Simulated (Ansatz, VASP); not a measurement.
# TaInSe3: VASP beside Ansatz

Aim: how closely do two programs agree when they are given the same cell, functional and k mesh? The cell is generated by rule, not measured, and may not be a known phase. The cell is taken from a series of runs on this material, whose earlier steps may have relaxed, scaled, displaced or heated it; both programs get it as it stands.

Program: Ansatz 0.2.0. Level of theory: plane waves, with VASP 6.6.1 beside it; zone-centre phonons at PBEsol. Results are calculated unless marked as measured.

The structure was built from a prototype and need not be the compound's stable phase.

### Step 1. The starting structure

It takes space group Amm2 (No. 38, orthorhombic). Conventional cell: a = 5.031 Å, b = 7.085 Å, c = 7.139 Å, α = 90.00°, β = 90.00°, γ = 90.00°. Nearest to In lie 5 Se at 3.13 to 3.34 Å. Nearest to Ta lie 6 Se at 2.49 to 2.54 Å. Se has 2 Ta at 2.49 to 2.54 Å and 2 In at 3.34 Å nearest. Nearest to Se lie 2 Ta at 2.52 Å and 1 In at 3.13 Å. Farther neighbours and most contacts between anions are not listed.

Structure file:

```cif
data_structure
_symmetry_space_group_name_H-M 'Amm2'
_symmetry_Int_Tables_number 38
_cell_length_a 5.0310
_cell_length_b 7.0845
_cell_length_c 7.1385
_cell_angle_alpha 90.000
_cell_angle_beta 90.000
_cell_angle_gamma 90.000
_cell_volume 254.44
loop_
_atom_site_label
_atom_site_type_symbol
_atom_site_symmetry_multiplicity
_atom_site_Wyckoff_symbol
_atom_site_fract_x
_atom_site_fract_y
_atom_site_fract_z
_atom_site_occupancy
In1 In 2 a 0.00000 0.50000 0.45517 1
Ta1 Ta 2 b 0.50000 0.50000 0.00805 1
Se1 Se 4 e 0.50000 0.75399 0.76662 1
Se2 Se 2 a 0.00000 0.50000 0.01637 1
```

### Step 2. Ansatz: zone-centre phonons, PBEsol

Ansatz runs on its default PAW (the set named soft_2) files.

Second derivatives magnify differences that forces hide, and they need a tight electronic threshold.

File input.yaml:

```yaml
crystal:
  lattice:
    - [5.0310232689, 0.0, 0.0]
    - [0.0, 5.0286176931, 0.0190897745]
    - [0.0, 0.0190897745, 5.0286176931]
  atoms:
    - { symbol: In, position: [0.0, -0.0448276479, -0.0448276479] }
    - { symbol: Ta, position: [0.5, 0.5080462759, 0.5080462759] }
    - { symbol: Se, position: [0.5, 0.5206057982, 0.0126250269] }
    - { symbol: Se, position: [0.5, 0.0126250269, 0.5206057982] }
    - { symbol: Se, position: [0.0, 0.516374319, 0.516374319] }
kpoints:
  mp_grid: { grid: [6, 6, 6] }
hamiltonian:
  xc: pbesol
scf:
  occupations: { method: methfessel_paxton, width: 0.15 }
output:
  eigenvalues: true
phonons:
  method: dfpt
```

Launch:

```console
$ ansatz run input.yaml --threads 8 --pin off --max-ram 14336MiB --backend cpu --events-out ev --progress --plain --runs-dir out
```

Numbers of over 12 decimals in the logs are rounded to 6 here.

Output:

```text
zone centre: on kpoints.mp_grid the ground state, and the responses unless they are solved on pairs of k-points, stand on 80 of the mesh's 216 k-points, reduced under 2 symmetry operations, with k and −k counted as one. Each operation leaves every solved displacement unchanged or reverses it
Engine: ansatz 0.2.0, aarch64-unknown-linux-gnu
Pseudopotentials: kind: paw
Pseudopotential: In, paw, valence charge 13, recommended cutoff 420 eV (normal), In.paw.azcp
Pseudopotential: Ta, paw, valence charge 13, recommended cutoff 420 eV (normal), Ta.paw.azcp
Pseudopotential: Se, paw, valence charge 16, recommended cutoff 420 eV (normal), Se.paw.azcp
Functional definition: PBEsol
  exchange = pbesol_x
  correlation = pbesol_c
Crystal: 5 atoms, lattice volume = 127.218 Å³
Basis set: ecut = 420 eV, 2517 PW (Γ), exchange–correlation on 72×72×72 points (8 copies of the dense FFT grid, shifted against one another)
Bands: 45, of which v1, the nominal top of the filled ones, is band 37 counted from 1 (36 counted from 0)
Symmetry: 4 space group operations
k-points: 80 of 216 (irreducible under 2 space group operations, time reversal used)
Non-local potential: In, projectors of the file, l = 0: 2, l = 1: 2, l = 2: 2, l = 3: 2
Non-local potential: Ta, projectors of the file, l = 0: 3, l = 1: 2, l = 2: 2, l = 3: 1
Non-local potential: Se, projectors of the file, l = 0: 2, l = 1: 2, l = 2: 3, l = 3: 1
PAW form: soft (Blöchl's): semilocal exchange-correlation on the pseudo side does not see the compensation charge
PAW frozen core: In, regenerated for the run's functional, and the local potential with it (the file was generated under x = pbe(κ = 0.804, μ = 0.219515), c = pbe(β = 0.066725))
PAW frozen core: Ta, regenerated for the run's functional, and the local potential with it (the file was generated under x = pbe(κ = 0.804, μ = 0.219515), c = pbe(β = 0.066725))
PAW frozen core: Se, regenerated for the run's functional, and the local potential with it (the file was generated under x = pbe(κ = 0.804, μ = 0.219515), c = pbe(β = 0.066725))
PAW one-centre angular grid: In, 590 points (default); XC on 64 Gauss nodes
PAW one-centre angular grid: Ta, 590 points (default); XC on 64 Gauss nodes
PAW one-centre angular grid: Se, 590 points (default); XC on 64 Gauss nodes
Initial density: superposition of atomic densities (neutral atoms: chi_scale 0, normalization atom), corrected by the library's trained network
Initial wavefunctions: pseudopotential atomic-orbital guess
Functional: x = pbesol(κ = 0.804, μ = 0.123457), c = pbesol(β = 0.046)
SCF iter   1: F=—  HF=-31606.311539 eV  |F-HF|=—  |Δ(HF+E_count)|=         —  Δρ=3.86e-3  dr2=3.70e-2  ethr=1.77e-3  ⟨swp⟩=6.6  Hψ=13121  notcnv=0
preconditioner: auto → Resta (q_TF=auto, 2.493 Å⁻¹)  ε∞=4.5  [insulator: Δε(μ)=0.255 eV  Ē_g=10.566 eV  σ=0.150 eV  W_gap=0.92  n_scr=26 (ndim 8)  ℏωp=19.8 eV  f_vac=0.029  D(μ)=0.22/eV (n_scr^D=0)  ε∞_Penn≈4.5]
SCF iter   2: F=—  HF=-31606.304437 eV  |F-HF|=—  |Δ(HF+E_count)|=   7.10e-3  S|Δr|=    0.00e0  Δρ=1.95e-3  dr2=7.89e-3  ethr=5.00e-5  ⟨swp⟩=2.5  Hψ=5989  notcnv=0
SCF iter   3: F=—  HF=-31606.302511 eV  |F-HF|=—  |Δ(HF+E_count)|=   1.93e-3  S|Δr|=    0.00e0  Δρ=6.61e-4  dr2=1.38e-3  ethr=1.07e-5  ⟨swp⟩=2.0  Hψ=4291  notcnv=0
SCF iter   4: F=—  HF=-31606.302301 eV  |F-HF|=—  |Δ(HF+E_count)|=   2.10e-4  S|Δr|=    0.00e0  Δρ=2.46e-4  dr2=1.14e-4  ethr=1.86e-6  ⟨swp⟩=2.0  Hψ=4227  notcnv=0
SCF iter   5: F=—  HF=-31606.302300 eV  |F-HF|=—  |Δ(HF+E_count)|=   8.24e-7  S|Δr|=    0.00e0  Δρ=1.21e-4  dr2=1.88e-5  ethr=1.54e-7  ⟨swp⟩=2.0  Hψ=6085  notcnv=0
SCF iter   6: F=—  HF=-31606.302304 eV  |F-HF|=—  |Δ(HF+E_count)|=   3.58e-6  S|Δr|=    0.00e0  Δρ=2.51e-5  dr2=9.13e-7  ethr=2.55e-8  ⟨swp⟩=2.1  Hψ=4683  notcnv=0
SCF iter   7: F=—  HF=-31606.302305 eV  |F-HF|=—  |Δ(HF+E_count)|=   1.32e-6  S|Δr|=    0.00e0  Δρ=6.14e-6  dr2=6.81e-8  ethr=1.23e-9  ⟨swp⟩=2.0  Hψ=6361  notcnv=0
SCF iter   8: F=—  HF=-31606.302305 eV  |F-HF|=—  |Δ(HF+E_count)|=   2.20e-8  S|Δr|=    0.00e0  Δρ=2.30e-6  dr2=1.18e-8  ethr=9.20e-11  ⟨swp⟩=2.0  Hψ=6337  notcnv=0
SCF iter   9: F=—  HF=-31606.302305 eV  |F-HF|=—  |Δ(HF+E_count)|=   2.14e-9  S|Δr|=    0.00e0  Δρ=9.31e-7  dr2=1.53e-9  ethr=1.60e-11  ⟨swp⟩=2.0  Hψ=6338  notcnv=0
SCF iter  10: F=—  HF=-31606.302305 eV  |F-HF|=—  |Δ(HF+E_count)|=  4.91e-10  S|Δr|=    0.00e0  Δρ=3.23e-7  dr2=1.59e-10  ethr=2.06e-12  ⟨swp⟩=2.0  Hψ=6332  notcnv=0
SCF iter  11: F=—  HF=-31606.302305 eV  |F-HF|=—  |Δ(HF+E_count)|=  3.64e-12  S|Δr|=    0.00e0  Δρ=1.04e-7  dr2=1.72e-11  ethr=1.00e-12  ⟨swp⟩=2.0  Hψ=6125  notcnv=0
SCF iter  12: F=-31606.302305 eV  HF=-31606.302305 eV  |F-HF|=0.00e0  |Δ(HF+E_count)|=    0.00e0  S|Δr|=    0.00e0  Δρ=3.93e-8  dr2=1.88e-12  ethr=1.00e-12  ⟨swp⟩=9.7  Hψ=18019  notcnv=0
SCF 1 converged in 12 iterations: F = -31606.302305 eV  dr2 = 1.88e-12
  greatest PAW one-centre occupation: 1.000 electrons in one spin orbital (limit 2), on the Se atom at site 2 (counted from 0), in its partial waves of l = 2
DFPT response loops at Γ: preconditioner auto → Kerker (q_TF=auto, 2.493 Å⁻¹) (partly filled bands, converged f_vac=0.027); β = 1.00, the filter's whole step (`scf.mixing.beta` (0.50) is not read by the response loops under this deck's `scf.mixing.preconditioner`; to damp them name `kerker` or `kerker_dos`, under which they read `scf.mixing.beta`, and type it under 1.00, their step now; both keys bind the ground state too); Broyden in place of MSR1
SCF converged after 12 iterations
Stability not checked: this state was not tested for a lower state beside it, because cold or Methfessel-Paxton smearing, or corrected tetrahedra, fill the levels in a way that the test cannot read (fill_not_monotonic; see scf.lower_state_search)
Free energy (F): -31606.302305 eV
Harris-Foulkes:  -31606.302305 eV  (|F-HF|=0.00e0)
Internal energy: -31606.308188 eV  (E = F + TS)
E sigma→0 (E₀):  -31606.303776 eV
Entropy (-TS):   0.005883 eV (1.177 meV/atom)
Fermi energy:    8.997718 eV
Step filling:    the computed levels leave a gap of 0.2488 eV = 1.7 smearing widths at the electron count; against every level under it full and every level over it empty, smearing changes F+E_penalty+E_count by +1.933 meV and its σ→0 estimate by +0.462 meV
--- Per-component energies (eV) ---
  E_band       = -1382.844904
  E_kinetic    = 961.259091
  E_local      = -9692.880971  (includes V_loc(G=0)·N_el)
  E_nonlocal   = -1395.138228
  E_hartree    = 4547.980566
  E_xc         = -740.937786
  E_vxc        = -598.061482  (∫ρ·V_xc dr)
  E_paw        = -17953.660248  (= ΣΔE_a)
  E_vpaw       = 246.017210  (= ΣTr[D̂ρ^β])
  E_aug_tail   = -0.001653  (compensation charges beyond the density's cutoff)
  E_ewald      = -7336.403859
  E_core_change = 3.474900  (= ΣΔE_core)
  E_smearing   = 0.005883  (= −TS)
  E_closure    = 0.000000  (closes the sum)
  Σ components = -31606.302305   (vs F -31606.302305, Δ=0.00e0)
--- Band table (eV; the first three rows and the last of 80) ---
  k-point 0: bands = [... 33 lower, 7.7712, 8.0968, 8.1366, 8.2792, 8.2999, 8.3483, 8.5042, 10.5930, ... 4 higher]
  k-point 1: bands = [... 33 lower, 7.5635, 7.7468, 8.0310, 8.1234, 8.3331, 9.3275, 9.3627, 10.6089, ... 4 higher]
  k-point 2: bands = [... 33 lower, 7.3135, 8.0614, 8.0762, 8.3753, 8.3774, 10.3987, 10.4257, 10.6242, ... 4 higher]
  k-point 79: bands = [... 33 lower, 5.8088, 9.1601, 9.2163, 9.2548, 10.6994, 10.7261, 10.7309, 14.2395, ... 4 higher]
--- Phonons (Γ-DFPT): 9 representative perturbations + reference, on 80 of 216 k-points (Σ response iterations 27) ---
  k mesh reduced under 2 symmetry operations, with k and −k counted as one. Each operation leaves every solved displacement unchanged or reverses it
  ASR residual: 1.346e-4 → 0.000e0 eV/Å²; symmetrization residual: 3.747e-5 eV/Å²
  ASR residual per site (eV/Å²): 2.29e-5 1.35e-4 9.07e-6 9.07e-6 5.20e-5
  Γ frequencies (cm⁻¹): -8.70 0.00 0.00 0.00 10.73 41.48 54.80 56.52 57.60 62.30 64.24 71.83 218.86 220.69 222.24
  non-analytic LO–TO correction: not included (Born effective charges unavailable; polar crystals: no LO–TO splitting at Γ)
```

[end of part 1 of 3]

[Lines on the potential files, build, host, timing and source positions are cut from VASP's logs without a mark.]

[Logs are printed without paths, hosts, clocks, repeated set-up lines and the standing remarks that a program may print on its own settings, such as how far it seeks lower states.]

[Hosts, paths, dates, database ids (printed as entryN), source tags and the programs' standing remarks are cut or masked in the printed files.]
